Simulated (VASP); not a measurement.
Wanted: the native input for a VASP 6.6.1 run.

| Property | Result |
| --- | --- |
| Task | relaxation of shape and atoms at fixed volume |
| Functional | LDA |
| Potentials or basis | VASP PAW LDA potentials, release 64 (Zr_sv) |
| Cutoff | 600 eV |
| k mesh | 9 × 9 × 12 |
| Occupations | methfessel-paxton, width 0.1 eV |
| Spin | no spin polarisation |
| Further INCAR settings | ALGO = Fast; EDIFF = 1e-07; IBRION = 2; EDIFFG = -0.01; NSW = 40; ISIF = 4 |

The structure of Zr lies in POSCAR:

```
Zr                                      
1.0
    4.9199795254      0.0000000000     -0.0000000000
   -2.4599897627      4.2608272530      0.0000000000
    0.0000000000      0.0000000000      3.0886317127
  Zr            
     3
Direct
     0.6666666699999979    0.3333333300000021    0.5000000000000000
     0.3333333300000021    0.6666666699999979    0.5000000000000000
     0.0000000000000000    0.0000000000000000    1.0000000000000000
```

The cell was built by a generator and needn't be a form met in nature.

The input as run:

INCAR

```
PREC = Accurate
ENCUT = 600
EDIFF = 1E-7
ISMEAR = 1
SIGMA = 0.1
LREAL = False
LASPH = True
NELM = 80
ALGO = Fast
ISIF = 4
LWAVE = False
LCHARG = False
IBRION = 2
NSW = 40
EDIFFG = -0.01
```

KPOINTS

```
regular mesh
0
Gamma
  9 9 12
```

Potentials or basis: VASP PAW LDA potentials, release 64 (Zr_sv).

Run with:

```console
$ cat potpaw_LDA.64/Zr_sv/POTCAR > POTCAR
$ mpirun -np 1 vasp_std > vasp.out
```

It gave:

```
Pressure after relaxing : 0.0 GPa
Band gap on the k mesh  : none (metal or under the smearing width)
```

Caveat: the relaxation stopped at its first step, so nothing moved.

It took 2.5 min on 1 thread of AMD EPYC 9R45 96-Core Processor (Zen 5) (shared host), peak memory 0.22 GiB.
